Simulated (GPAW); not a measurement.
# TaN (Fm-3m) in GPAW: further runs, part 2 of 2

GPAW 26.7.0. Earlier steps stand in the parts before.

### Step 3. Single point, PBE

The input, run.py:

```python
from ase.dft.bandgap import bandgap
from ase.io import read, write
from ase.units import GPa
from gpaw import GPAW, PW

atoms = read('POSCAR')

calc = GPAW(mode=PW(800),
            xc='PBE',
            kpts={'size': (4, 4, 4), 'gamma': True},
            occupations={'name': 'fermi-dirac', 'width': 0.05},
            nbands=19,
            convergence={'density': 1e-05, 'energy': 1e-05},
            maxiter=60,
            txt='gpaw.txt')
atoms.calc = calc
energy = atoms.get_potential_energy()
forces = atoms.get_forces()
stress = atoms.get_stress()
calc.write('gs.gpw')
write('result.traj', atoms)
print(f'Energy: {energy:.6f} eV')
print('Forces (eV/A):')
print(forces.round(4))
print('Stress (GPa):', (stress / GPa).round(3))
print('Fermi level:', round(calc.get_fermi_level(), 4), 'eV')
print(f'Gap: {bandgap(calc)[0]:.4f} eV, direct: {bandgap(calc, direct=True)[0]:.4f} eV')
```

The input, POSCAR:

```
TaN
1.0
    0.0000000000      2.2113230000      2.2113230000
    2.2113230000      0.0000000000      2.2113230000
    2.2113230000      2.2113230000      0.0000000000
Ta N
1 1
Direct
    0.5000000000      0.5000000000      0.5000000000
    0.0000000000      0.0000000000      0.0000000000
```

Potentials or basis: GPAW PAW data sets (gpaw-data 1.2.1), pw.

Launch:

```sh
$ OMP_NUM_THREADS=1 python run.py
```

gpaw.txt:

```text
__  _  _
 | _ |_)|_||  |
 |__||  | ||/\| - 26.7.0

Input parameters:
  mode=PW(ecut=800.0),
  convergence={'density': 1e-05, 'energy': 1e-05},
  kpts=MonkhorstPack(size=(4, 4, 4), gamma=True),
  maxiter=60,
  nbands=19,
  occupations=Occupations(name='fermi-dirac', width=0.05),
  xc=XC(name='PBE')

Diagonalizing LCAO Hamiltonian
Converting LCAO to pw mode

              Ta

       N

Atoms  # Å, Bohr magnetons
|   | symbol |        x |        y |        z |    initial magnetic moments |
|---|--------|----------|----------|----------|-----------------------------|
| 0 |     Ta | 2.211323 | 2.211323 | 2.211323 | ( 0.0000,  0.0000,  0.0000) |
| 1 |      N | 0.000000 | 0.000000 | 0.000000 | ( 0.0000,  0.0000,  0.0000) |

Unit cell  # Å
| periodic |        x |        y |        z |  lengths |    angles |
|----------|----------|----------|----------|----------|-----------|
|      yes | 0.000000 | 2.211323 | 2.211323 | 3.127283 | 60.000000 |
|      yes | 2.211323 | 0.000000 | 2.211323 | 3.127283 | 60.000000 |
|      yes | 2.211323 | 2.211323 | 0.000000 | 3.127283 | 60.000000 |

Number of symmetries: 48
Symmetry operations  # r_c * U_cc + t_c -> r_c
|    | kind |            matrix            |
|----|------|------------------------------|
|  0 |  σ   |  1, 0, 0,  1, 0,-1,  1,-1, 0 |
|  1 |  C2  |  1, 0, 0,  1,-1, 0,  1, 0,-1 |
|  2 |  E   |  1, 0, 0,  0, 1, 0,  0, 0, 1 |
|  3 |  σ   |  1, 0, 0,  0, 0, 1,  0, 1, 0 |
|  4 |  C4  |  1, 0,-1,  1, 0, 0,  1,-1, 0 |
|  5 |  S6  |  1, 0,-1,  1,-1, 0,  1, 0, 0 |
|  6 |  σ   |  1, 0,-1,  0, 1,-1,  0, 0,-1 |
|  7 |  C3  |  1, 0,-1,  0, 0,-1,  0, 1,-1 |
|  8 |  S6  |  1,-1, 0,  1, 0, 0,  1, 0,-1 |
[... 163 lines left out ...]
- Maximum [total energy] change in last 3 cyles: 1e-05 eV / valence electron
- Maximum integral of absolute [eigenst]ate change: 4e-08 eV^2 / valence electron
maximum number of iterations: 60

SCF iterations
|iter     | |      energy | eigst |  dens |
|---------|-|-------------|-------|-------|
|iter:   1| |  -21.600465 | +0.24 |       |
|iter:   2| |  -21.064064 | -2.41 | -0.94 |
|iter:   3| |  -19.926568 | -1.65 | -1.02 |
|iter:   4| |  -19.931934 | -3.29 | -1.67 |
|iter:   5| |  -19.940577 | -3.36 | -1.89 |
|iter:   6| |  -19.940870 | -4.83 | -2.78 |
|iter:   7| |  -19.940798 | -6.43 | -3.48 |
|iter:   8| |  -19.940803c| -7.35 | -4.11 |
|iter:   9| |  -19.940801c| -7.92c| -4.83 |
|iter:  10| |  -19.940801c| -9.12c| -5.76c|

Converged in 10 steps
Energy contributions relative to reference atoms: (reference = -425654.162905)

Energy contributions:
  Kinetic:          16.276256
  Coulomb:         -17.014553
  Zero:             -0.074854
  External:          0.000000
  Xc:              -19.118614
  Entropy:          -0.018071
  Spinorbit:         0.000000
  ----------------------------
  Free energy:     -19.949836
  Extrapolated:    -19.940801

dipole moment: (-10.977712, -10.977712, -10.977712)  # |e|*Ang

Fermi level: 15.051
Eigenvalues  # (at kpt = [0.000, 0.000, 0.000])
| band index |      eig [eV] | occ [0-2] |
|------------|---------------|-----------|
|          0 |       -54.049 |     2.000 |
|        ... |               |           |
|          3 |       -20.506 |     2.000 |
|          4 |        -3.468 |     2.000 |
|          5 |        11.393 |     2.000 |
|          6 |        11.393 |     2.000 |
|          7 |        11.393 |     2.000 |
|          8 |        13.244 |     2.000 |
[... 8 lines left out ...]
|         17 |        38.977 |     0.000 |
|         18 |        41.409 |     0.000 |

No gap
No difference between direct/indirect transitions

Forces  # eV/Ang
|        x |       y |       z |
|----------|---------|---------|
|  0.00000 | 0.00000 | 0.00000 |  # Ta   0
| -0.00000 | 0.00000 | 0.00000 |  # N    1

Stress tensor  # eV/Ang^3
|         x |         y |        z |
|-----------|-----------|----------|
|  0.002261 | -0.000000 | 0.000000 |
| -0.000000 |  0.002261 | 0.000000 |
|  0.000000 |  0.000000 | 0.002261 |

# Writing to gs.gpw (mode='')
```

stdout:

```text
Energy: -19.940801 eV
Forces (eV/A):
[[ 0.  0.  0.]
 [-0.  0.  0.]]
Stress (GPa): [ 0.362  0.362  0.362  0.     0.    -0.   ]
Fermi level: 15.0513 eV
Gap: 0.0000 eV, direct: 0.0000 eV
```

It took 6.4 s on 1 thread of Arm Neoverse V1, shared host; peak memory 0.14 GiB.

These settings aren't checked as converged: the numbers below hold their error.

What came out:

* Free energy: -19.9498 eV
* Pressure: -0.4 GPa
* Band gap on the k mesh: none (metal or under the smearing width)

Caveat: the k mesh is coarse (spacing up to 0.62 Å⁻¹), so the values aren't converged.

### Step 4. Single point, PBE

Edit run.py of step 3 so:

```diff
@@ -5,3 +5,3 @@
 
-atoms = read('POSCAR')
+atoms = read('TaN.xyz')
 
@@ -9,3 +9,3 @@
             xc='PBE',
-            kpts={'size': (4, 4, 4), 'gamma': True},
+            kpts={'size': (16, 16, 16), 'gamma': True},
             occupations={'name': 'fermi-dirac', 'width': 0.05},
@@ -13,3 +13,3 @@
             convergence={'density': 1e-05, 'energy': 1e-05},
-            maxiter=60,
+            maxiter=100,
             txt='gpaw.txt')
```

The input, TaN.xyz:

```xyz
2
Lattice="0.0000000000 2.2113230000 2.2113230000 2.2113230000 0.0000000000 2.2113230000 2.2113230000 2.2113230000 0.0000000000" Properties=species:S:1:pos:R:3 pbc="T T T"
Ta     2.2113230000      2.2113230000      2.2113230000
N      0.0000000000      0.0000000000      0.0000000000
```

Potentials or basis: GPAW PAW data sets (gpaw-data 1.2.1), pw.

Launch:

```sh
$ OMP_NUM_THREADS=1 python run.py
```

gpaw.txt:

```text
__  _  _
 | _ |_)|_||  |
 |__||  | ||/\| - 26.7.0

Input parameters:
  mode=PW(ecut=800.0),
  convergence={'density': 1e-05, 'energy': 1e-05},
  kpts=MonkhorstPack(size=(16, 16, 16), gamma=True),
  maxiter=100,
  nbands=19,
  occupations=Occupations(name='fermi-dirac', width=0.05),
  xc=XC(name='PBE')

Diagonalizing LCAO Hamiltonian
Converting LCAO to pw mode

              Ta

       N

Atoms  # Å, Bohr magnetons
|   | symbol |        x |        y |        z |    initial magnetic moments |
|---|--------|----------|----------|----------|-----------------------------|
| 0 |     Ta | 2.211323 | 2.211323 | 2.211323 | ( 0.0000,  0.0000,  0.0000) |
| 1 |      N | 0.000000 | 0.000000 | 0.000000 | ( 0.0000,  0.0000,  0.0000) |

Unit cell  # Å
| periodic |        x |        y |        z |  lengths |    angles |
|----------|----------|----------|----------|----------|-----------|
|      yes | 0.000000 | 2.211323 | 2.211323 | 3.127283 | 60.000000 |
|      yes | 2.211323 | 0.000000 | 2.211323 | 3.127283 | 60.000000 |
|      yes | 2.211323 | 2.211323 | 0.000000 | 3.127283 | 60.000000 |

Number of symmetries: 48
Symmetry operations  # r_c * U_cc + t_c -> r_c
|    | kind |            matrix            |
|----|------|------------------------------|
|  0 |  σ   |  1, 0, 0,  1, 0,-1,  1,-1, 0 |
|  1 |  C2  |  1, 0, 0,  1,-1, 0,  1, 0,-1 |
|  2 |  E   |  1, 0, 0,  0, 1, 0,  0, 0, 1 |
|  3 |  σ   |  1, 0, 0,  0, 0, 1,  0, 1, 0 |
|  4 |  C4  |  1, 0,-1,  1, 0, 0,  1,-1, 0 |
|  5 |  S6  |  1, 0,-1,  1,-1, 0,  1, 0, 0 |
|  6 |  σ   |  1, 0,-1,  0, 1,-1,  0, 0,-1 |
[... 160 lines left out ...]

poisson solver:
  ecut: 6400.0  # eV

xc functional:
  name: PBE with 2 nearest neighbor stencil

convergence criteria:
- Maximum integral of absolute [dens]ity change: 1e-05 electrons / valence electron
- Maximum [total energy] change in last 3 cyles: 1e-05 eV / valence electron
- Maximum integral of absolute [eigenst]ate change: 4e-08 eV^2 / valence electron
maximum number of iterations: 100

SCF iterations
|iter     | |      energy | eigst |  dens |
|---------|-|-------------|-------|-------|
|iter:   1| |  -21.694342 | +0.23 |       |
|iter:   2| |  -21.169514 | -2.45 | -0.95 |
|iter:   3| |  -19.970141 | -1.55 | -1.01 |
|iter:   4| |  -19.976381 | -3.17 | -1.70 |
|iter:   5| |  -19.984098 | -3.42 | -1.91 |
|iter:   6| |  -19.983998 | -5.25 | -2.96 |
|iter:   7| |  -19.984006c| -6.89 | -3.62 |
|iter:   8| |  -19.984006c| -7.45c| -4.14 |
|iter:   9| |  -19.984006c| -8.54c| -5.12c|

Converged in 9 steps
Energy contributions relative to reference atoms: (reference = -425654.162905)

Energy contributions:
  Kinetic:          15.160342
  Coulomb:         -15.975696
  Zero:             -0.066589
  External:          0.000000
  Xc:              -19.097717
  Entropy:          -0.008692
  Spinorbit:         0.000000
  ----------------------------
  Free energy:     -19.988352
  Extrapolated:    -19.984006

dipole moment: (-10.973447, -10.973447, -10.973447)  # |e|*Ang

Fermi level: 15.256
Eigenvalues  # (at kpt = [0.000, 0.000, 0.000])
| band index |      eig [eV] | occ [0-2] |
|------------|---------------|-----------|
|          0 |       -54.116 |     2.000 |
|        ... |               |           |
|          3 |       -20.565 |     2.000 |
|          4 |        -3.406 |     2.000 |
|          5 |        11.479 |     2.000 |
|          6 |        11.479 |     2.000 |
|          7 |        11.479 |     2.000 |
|          8 |        13.219 |     2.000 |
[... 8 lines left out ...]
|         17 |        38.965 |     0.000 |
|         18 |        41.402 |     0.000 |

No gap
No difference between direct/indirect transitions

Forces  # eV/Ang
|        x |       y |       z |
|----------|---------|---------|
| -0.00000 | 0.00000 | 0.00000 |  # Ta   0
|  0.00000 | 0.00000 | 0.00000 |  # N    1

Stress tensor  # eV/Ang^3
|        x |        y |        z |
|----------|----------|----------|
| 0.008745 | 0.000000 | 0.000000 |
| 0.000000 | 0.008745 | 0.000000 |
| 0.000000 | 0.000000 | 0.008745 |

# Writing to gs.gpw (mode='')
```

stdout:

```text
Energy: -19.984006 eV
Forces (eV/A):
[[-0.  0.  0.]
 [ 0.  0.  0.]]
Stress (GPa): [1.401 1.401 1.401 0.    0.    0.   ]
Fermi level: 15.2564 eV
Gap: 0.0000 eV, direct: 0.0000 eV
```

It took 65 s on 1 thread of Arm Neoverse V1, shared host; peak memory 0.22 GiB.

Results:

```
Free energy            : -19.9884 eV
Pressure               : -1.4 GPa
Band gap on the k mesh : none (metal or under the smearing width)
```

Levels at points of the mesh, in eV from the Fermi level:
```
           k point  band 7  band 8  band 9  band 10  band 11  band 12
(0.00, 0.00, 0.00)   -3.78   -3.78   -2.04    -2.04    -2.04     0.08
(0.50, 0.50, 0.00)   -5.32   -4.59   -4.59     2.07     3.44     3.44
(0.50, 0.50, 0.50)   -7.42   -7.42    1.85     1.85     1.95     3.74
```

The run has no spin-orbit coupling, so splittings on Ta are missing.
